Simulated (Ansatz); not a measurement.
Sn in Ansatz: the effect of functional

Sn:

```
Sn
1.0
    -1.89465    1.89465    1.89465
     1.89465   -1.89465    1.89465
     1.89465    1.89465   -1.89465
Sn
1
Direct
  0.00000 0.00000 0.00000
```

This isn't the form of Sn at room conditions, which is tetragonal (white tin).

Alike in all runs:

| Property | Result |
| --- | --- |
| Program | Ansatz 0.2.0 |
| Task | band structure |
| Potentials or basis | Ansatz PAW |
| k mesh | 6 × 6 × 6 |
| Occupations | fermi-dirac, width 0.05 eV |
| Spin | no spin polarisation |

| functional | cutoff | pressure (GPa) |
| --- | --- | --- |
| LDA | 420 eV (not typed: the program's choice for these potentials) | -3.5 |
| PBEsol | 420 eV (not typed: the program's choice for these potentials) | ? |
| r2SCAN | 500 eV (not typed: the program's choice for these potentials) | -0.4 |

What does the run with functional PBEsol give?

Pressure -2.1 GPa.

Caveats: all runs use coarse meshes; the PAW data sets come from PBE, with cores solved anew for the run's functional, which leaves a small shift of forces and pressure.
